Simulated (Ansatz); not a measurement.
LaAlO3 (cubic perovskite)

```
CELL_PARAMETERS angstrom
      3.81241     0.00000     0.00000
      0.00000     3.81241     0.00000
      0.00000     0.00000     3.81241
ATOMIC_POSITIONS crystal
  La 0.00000 0.00000 0.00000
  Al 0.50000 0.50000 0.50000
  O  0.00000 0.50000 0.50000
  O  0.50000 0.50000 0.00000
  O  0.50000 0.00000 0.50000
```

The atoms are displaced by Q × the pattern below (from a DFPT mode at Γ, largest move 1; Q in Å), at fixed cell. It is one choice among 3 degenerate patterns.

```json
[
 {"atom": "La1", "x": "0.000", "y": "0.000", "z": "-0.003"},
 {"atom": "Al2", "x": "0.000", "y": "0.000", "z": "-0.260"},
 {"atom": "O3", "x": "0.000", "y": "0.000", "z": "-0.265"},
 {"atom": "O4", "x": "0.000", "y": "0.000", "z": "1.000"},
 {"atom": "O5", "x": "0.000", "y": "0.000", "z": "-0.265"}
]
```

Calculation: PBE (plane waves to 420 eV, PAW, scalar-relativistic; Ansatz, a quantum-chemistry and plane-wave program). k mesh 9×9×9 (Γ-centred), Fermi-Dirac smearing 0.05 eV. LaAlO3 is run without spin polarisation. LaAlO3 was relaxed with its symmetry unable to fall. This is a high-temperature form of LaAlO3.

At one point of the scan the forces (eV/Å) are:

```tsv
atom	Fx	Fy	Fz
La1	0.000	0.000	-0.068
Al2	0.000	0.000	-1.118
O3	0.000	0.000	-0.594
O4	0.000	0.000	2.373
O5	0.000	0.000	-0.594
```

Problem. Which point is it?
(A) Q = -0.187 Å
(B) Q = -0.140 Å
(C) Q = -0.093 Å
(D) Q = -0.280 Å

Solution. C, Q = -0.093 Å

(For displaced atoms, the force is minus the slope of the energy, and its curvature is a force constant, which sets phonon frequencies.)
